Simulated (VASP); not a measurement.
Crystal: C.

```
C
1.0
     4.50694    0.00000    0.00000
    -2.25347    3.90312    0.00000
     0.00000    0.00000    2.57100
C
6
Direct
  0.88326 0.44163 0.25000
  0.44163 0.88326 0.75000
  0.44163 0.55837 0.75000
  0.11674 0.55837 0.75000
  0.55837 0.44163 0.25000
  0.55837 0.11674 0.25000
```

The cell was built by a generator and needn't be a form met in nature.

- Program: VASP 6.6.1
- Task: relaxation of cell and atoms
- Functional: PBE
- Potentials or basis: VASP PAW PBE potentials, release 64 (C)
- Cutoff: 600 eV
- k mesh: 6 × 6 × 6
- Occupations: gaussian, width 0.1 eV
- Spin: no spin polarisation

At the start: pressure -3.2 GPa; volume 7.54 Å³/atom.

Task: Where does the relaxation end?

Result: Over 11 steps the energy falls by 116.3 meV/atom and the volume is 7.25 Å³/atom (-3.8 %); space group P6_3/mmc (No. 194, to 0.05 Å).

The path:
| step | energy change (eV) | largest force (eV/Å) | pressure (GPa) | volume (Å³) |
| --- | --- | --- | --- | --- |
| 1 | 0.0000 | 4.5257 | -3.23 | 45.23 |
| 2 | 4.5068 | 6.1249 | 37.48 | 44.19 |
| 3 | -0.1491 | 3.4158 | -7.35 | 44.81 |
| 4 | -0.6392 | 0.5378 | -10.13 | 44.99 |
| 5 | -0.6486 | 0.0231 | -10.00 | 45.02 |
| 6 | -0.6672 | 0.1854 | 8.38 | 42.47 |
| 7 | -0.6954 | 0.1057 | -0.09 | 43.56 |
| 8 | -0.6936 | 0.3410 | 0.51 | 43.46 |
| 9 | -0.6974 | 0.0783 | 0.13 | 43.52 |
| 10 | -0.6976 | 0.0583 | -0.31 | 43.53 |
| 11 | -0.6978 | 0.0010 | -0.12 | 43.52 |

Final structure:
```cif
data_structure
_symmetry_space_group_name_H-M 'P 1'
_symmetry_Int_Tables_number 1
_cell_length_a 4.4570
_cell_length_b 4.4570
_cell_length_c 2.5299
_cell_angle_alpha 90.000
_cell_angle_beta 90.000
_cell_angle_gamma 120.000
_cell_volume 43.52
loop_
_atom_site_label
_atom_site_type_symbol
_atom_site_fract_x
_atom_site_fract_y
_atom_site_fract_z
_atom_site_occupancy
C1 C 0.89587 0.44793 0.25000 1
C2 C 0.44793 0.89587 0.75000 1
C3 C 0.44793 0.55207 0.75000 1
C4 C 0.10413 0.55207 0.75000 1
C5 C 0.55207 0.44793 0.25000 1
C6 C 0.55207 0.10414 0.25000 1
```
